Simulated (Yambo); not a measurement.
**MgS (Niningerite) in Yambo: convergence with bands in self energy**

MgS (Niningerite):

```
S Mg
1.0
     0.00000    2.60165    2.60165
     2.60165    0.00000    2.60165
     2.60165    2.60165    0.00000
S Mg
1 1
Direct
  0.50000 0.50000 0.50000
  0.00000 0.00000 0.00000
```

```yaml
Program: Yambo 5.3.0
Task: G0W0 quasiparticle levels
Functional: LDA
Potentials_or_basis: PseudoDojo 0.4.1 SR LDA standard
Cutoff: 1143 eV
Density_cutoff: 4572 eV
k_mesh: 6 × 6 × 6
Occupations: fixed
Spin: no spin polarisation
k_mesh_of_the_self-consistent_run: 10 × 10 × 10
Form_of_the_LDA: PW92
Random_integration_of_the_Coulomb_term: yes
Direction_of_the_field_or_of_q_to_0: x + y + z
Broadening: 0.1 eV
States_corrected: Γ and the k points of the band edges
Frequency_dependence_of_W: plasmon pole
Terminator_of_the_band_sum_in_the_self-energy: none
Quasiparticle_equation: linearised (Newton)
Imaginary_frequency_of_the_plasmon-pole_fit: 27.2114 eV
Bands_in_the_response: 158
Bands_in_the_self-energy: 28
Cutoff_of_the_response_matrix: 6 Ry
Cutoff_of_exchange_and_Vxc: 84 Ry
Bands_corrected_first_last: "[8, 9]"
```

These are the settings of the first run; the series varies bands in self energy, with any setting tied to it.

```
bands in self energy  quasiparticle gap at the points computed (eV)
                  28                                          4.195
                  48                                          4.225
                  88                                          4.244
                 158                                          4.253
```

Against the tightest run, the quasiparticle gap at the points computed stays within 0.05 eV from 48 on. The tightest run that finished is the yardstick and may itself not be fully converged.

Caveat, for the tightest run too: this version prints the column dSc/dw multiplied by 27.2.
